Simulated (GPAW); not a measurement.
ZrC:

```xyz
2
Lattice="0.0000 2.3650 2.3650 2.3650 0.0000 2.3650 2.3650 2.3650 0.0000" Properties=species:S:1:pos:R:3 pbc="T T T"
Zr    2.3650    2.3650    2.3650
C     0.0000    0.0000    0.0000
```

| Item | Value |
| --- | --- |
| Program | GPAW 26.7.0 |
| Task | relaxation of cell and atoms |
| Functional | revPBE |
| Dispersion | D3(BJ) |
| Potentials or basis | the program's PAW data sets (release 1.2.1) made for this functional |
| Cutoff | 800 eV |
| Basis | pw |
| k mesh | 10 × 10 × 10 |
| Occupations | fermi-dirac, width 0.05 eV |
| Spin | no spin polarisation |

At the start: pressure -10.6 GPa; volume 13.23 Å³/atom.

**Question.** Where does the relaxation end?

**Answer.** Over 4 steps the energy falls by 21.5 meV/atom and the volume is 12.59 Å³/atom (-4.8 %); space group Fm-3m (No. 225, to 0.05 Å).

Step by step:
```tsv
step	energy change (eV)	largest force (eV/Å)	pressure (GPa)	volume (Å³)
1	0.0000	0.0000	-10.60	26.46
2	-0.0264	0.0000	-6.86	25.96
3	-0.0429	0.0000	0.39	25.13
4	-0.0430	0.0000	-0.01	25.17
```

Final structure:
```
Zr C
1.0
     0.00000    2.32616    2.32616
     2.32616    0.00000    2.32616
     2.32616    2.32616    0.00000
Zr C
1 1
Direct
  0.50000 0.50000 0.50000
  0.00000 0.00000 0.00000
```

Caveat: later steps reuse the first step's grids; pairwise dispersion overbinds metals, which lowers pressure and volume.
